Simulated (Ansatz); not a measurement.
# TiO$_{2}$: one input, then a changed one

The structure comes from a relaxation in the same program, started in the CdI2 type, and has space group P-3m1. Whether it is a known phase or the ground state wasn't checked.

First run: DFT, PBE, all-electron LAPW, scalar-relativistic (Ansatz 0.2.0).

Command: `ansatz run input.yaml --threads 1 --pin off --max-ram 3072MiB --backend cpu --events-out ev --progress --plain --runs-dir out` The run took 75 s on 1 thread of Intel(R) Xeon(R) Platinum 8259CL CPU @ 2.50GHz (Skylake/Cascade Lake), with other jobs on the host, peak memory 0.72 GiB.

```yaml
crystal:
  lattice:
    - [2.9893869978, 0.0, 0.0]
    - [-1.494693499, 2.5888850819, 0.0]
    - [0.0, 0.0, 5.493151158]
  atoms:
    - { symbol: Ti, position: [0.0, 0.0, 0.0] }
    - { symbol: O, position: [0.3333333333, 0.6666666667, 0.1756580322] }
    - { symbol: O, position: [0.6666666667, 0.3333333333, 0.8243419678] }
kpoints:
  mp_grid: { grid: [13, 13, 7] }
  band_path:
    path:
      - [0.0, 0.0, 0.0]
      - [0.5, 0.0, 0.0]
      - [0.3333333333, 0.3333333333, 0.0]
      - [0.0, 0.0, 0.0]
      - [0.0, 0.0, 0.5]
      - [0.5, 0.0, 0.5]
      - [0.3333333333, 0.3333333333, 0.5]
      - [0.0, 0.0, 0.5]
      - [0.5, 0.0, 0.5]
    npoints: 14
scf:
  occupations: { method: fermi_dirac, width: 0.05 }
hamiltonian:
  xc: pbe
  pseudopotentials: { kind: all_electron, lapw: { basis_error: 0.001 } }
output:
  forces: true
  stress: true
  eigenvalues: true
  populations: true
  dos: { projected: true, de: 0.2, e_range: [-14, 8] }
```

Result: converged; pressure 0.04 GPa; gap on the k mesh 2.65 eV (the mesh can miss the band edges); 10 SCF iterations.

The input is then changed:

```diff
@@ -9,5 +9,5 @@
     - { symbol: O, position: [0.6666666667, 0.3333333333, 0.8243419678] }
 kpoints:
-  mp_grid: { grid: [13, 13, 7] }
+  mp_grid: { grid: [4, 4, 2] }
   band_path:
     path:
@@ -23,5 +23,6 @@
     npoints: 14
 scf:
-  occupations: { method: fermi_dirac, width: 0.05 }
+  occupations: { method: fermi_dirac, width: 0.001 }
+  lower_state_search: standard
 hamiltonian:
   xc: pbe
@@ -32,4 +33,3 @@
   eigenvalues: true
   populations: true
-  dos: { projected: true, de: 0.2, e_range: [-14, 8] }
```

What does the second run give?

It converged; energy at zero smearing +8.1 meV/atom from the first run; pressure 0.17 GPa; largest force 0.011 eV/Å; gap on the k mesh 2.67 eV; 10 SCF iterations. Some of these settings are too coarse for converged properties.
